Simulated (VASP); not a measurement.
# TiO₂: optical spectrum of independent particles, by functional

TiO₂, R-3m (no. 166), 3 atoms in the cell.

| Functional | ε at zero frequency, electronic | Mean energy of the absorption, weighted by Im ε (eV) | Refractive index at 633 nm | Refractive index at 1064 nm | Direct gap on the mesh (eV) | Time (s) |
|---|---|---|---|---|---|---|
| PBE | 4.49 | 8.10 | 2.28 | 2.17 | 2.85 | 76 |
| LDA | 4.60 | 8.11 | 2.32 | 2.20 | 2.77 | 70 |
| PBEsol | 4.53 | 8.13 | 2.29 | 2.18 | 2.83 | 73 |
| r2SCAN | 4.02 | 8.41 | 2.11 | 2.04 | 3.30 | 500 |
| TB-mBJ | 3.54 | 8.38 | 1.95 | 1.91 | 3.92 | 728 |
| AM05 | 4.52 | 8.14 | 2.29 | 2.17 | 2.82 | 103 |

Limits: rows 1, 2, 3, 6: the 8×8×8 mesh is coarse for a spectrum: peaks stand apart that a denser mesh merges, and ε at zero frequency can be far too high; the pull between electron and hole is left out; rows 1, 2, 3, 4, 6: the onset follows the functional's gap, which semilocal functionals usually make too small; ε is the mean of a tensor that differs by direction; rows 4, 5: the 8×8×8 mesh is coarse for a spectrum: peaks stand apart that a denser mesh merges.

## Input of the first row

INCAR:
```
SYSTEM = TiO2
PREC = Accurate
ENCUT = 460
ISMEAR = 0
SIGMA = 0.02
EDIFF = 1E-7
LASPH = .True.
KPAR = 4
LWAVE = .True.
LCHARG = .False.
LOPTICS = .True.
ALGO = Normal
NBANDS = 32
NEDOS = 2000
CSHIFT = 0.1
GGA = PE
```

KPOINTS:
```
k-points
0
Gamma
  8 8 8
```

POSCAR:
```
TiO2
1.0
    1.4973312015      0.8644845722      6.9815443949
   -1.4973312015      0.8644845722      6.9815443949
    0.0000000000     -1.7289691445      6.9815443949
Ti O
1 2
Direct
    0.0000000000      0.0000000000      0.0000000000
    0.3795330000      0.3795330000      0.3795330000
    0.6204670000      0.6204670000      0.6204670000
```

Commands:
```
cat potpaw_PBE.64/Ti_sv/POTCAR potpaw_PBE.64/O/POTCAR > POTCAR
mpirun -np 4 vasp_std > vasp.out
```

Changes of the last row against the first:
```
- GGA = PE
+ GGA = AM
```

VASP 6.6.1 took 76 s on 4 cores (AMD EPYC 9R45 (Zen 5)), a shared host.
